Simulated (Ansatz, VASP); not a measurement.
**Ru: VASP beside Ansatz**

```xyz
1
Lattice="0.0667 1.8908 1.8908 1.8908 0.0667 1.8908 1.8908 1.8908 0.0667" Properties=species:S:1:pos:R:3 pbc="T T T"
Ru    0.0000    0.0000    0.0000
```

Change from the starting cell: equal engineering shear yz, xz and xy +0.0350, equal normal strain along x, y and z -0.0250.

Alike in both runs: task single point; functional PBE; k mesh 20 × 20 × 20; occupations gaussian, width 0.15 eV; no spin polarisation.

|  | VASP | Ansatz |
| --- | --- | --- |
| version | VASP 6.6.1 | Ansatz 0.2.0 |
| potentials or method | VASP PAW PBE potentials, release 64 (Ru_pv) | scalar-relativistic, plane waves, PAW |
| plane-wave cutoff (eV) | 520 | 420 |
| valence electrons in the cell | 14 | 16 |

Ansatz gave:

```
gap on the k mesh at the Fermi level (eV)       : none
pressure (GPa)                                  : 30.0
largest component of the traceless stress (GPa) : 11.04
```

Task: Estimate VASP's values.

Result: gap on the k mesh at the Fermi level (eV): none; pressure (GPa): 30.0; largest component of the traceless stress (GPa): 11.05.

A gap of «none» marks a metal or a gap that the smearing closes. The two sets of potentials don't hold the same shells in valence.

Caveats: so large a pressure means that the cell lies far from this level's equilibrium, or that cutoff or potentials fall short (VASP).
